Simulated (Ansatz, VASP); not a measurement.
**InAs: VASP beside Ansatz**

Contents of INCAR:

```
  PREC = Accurate
  ENCUT = 520
  EDIFF = 1E-7
  ISMEAR = -1
  SIGMA = 0.05
  LREAL = False
  LASPH = True
  NELM = 100
  ALGO = Normal
  ISIF = 2
  LWAVE = False
  LCHARG = False
  GGA = PE
  NBANDS = 16
```

File KPOINTS:

```
regular mesh
0
Gamma
  8 8 8
```

File POSCAR:

```
InAs
1.0
    0.0000000000      2.8384167465      2.8384167465
    2.8384167465      0.0000000000      2.8384167465
    2.8384167465      2.8384167465      0.0000000000
In As
1 1
Direct
    0.5000000000      0.5000000000      0.5000000000
    0.0000000000      0.0000000000      0.0000000000
```

input.yaml

```yaml
crystal:
  lattice:
    - [0.0, 2.8384167465, 2.8384167465]
    - [2.8384167465, 0.0, 2.8384167465]
    - [2.8384167465, 2.8384167465, 0.0]
  atoms:
    - { symbol: In, position: [0.5, 0.5, 0.5] }
    - { symbol: As, position: [0.0, 0.0, 0.0] }
hamiltonian:
  xc: pbe
  pseudopotentials: { kind: paw }
kpoints:
  mp_grid: { grid: [8, 8, 8] }
scf:
  occupations: { method: fermi_dirac, width: 0.05 }
output:
  forces: true
  stress: true
  eigenvalues: true
```

Change from the starting cell: volume scaled by 0.96.

Alike in both runs: task single point; functional PBE; k mesh 8 × 8 × 8; occupations fermi-dirac, width 0.05 eV; no spin polarisation.

|  | VASP | Ansatz |
| --- | --- | --- |
| version | VASP 6.6.1 | Ansatz 0.2.0 |
| potentials or method | VASP PAW PBE potentials, release 64 (In_d, As) | Ansatz PAW |
| plane-wave cutoff (eV) | 520 | 420 |
| valence electrons in the cell | 18 | 28 |

```csv
,VASP,Ansatz,Ansatz less VASP
gap on the k mesh at the Fermi level (eV),none,none,-
pressure (GPa),2.8,2.7,-0.08
```

A gap of «none» marks a metal or a gap that the smearing closes. The functional is the same, so the differences come from potentials, cutoffs and numerics. The two sets of potentials don't hold the same shells in valence.
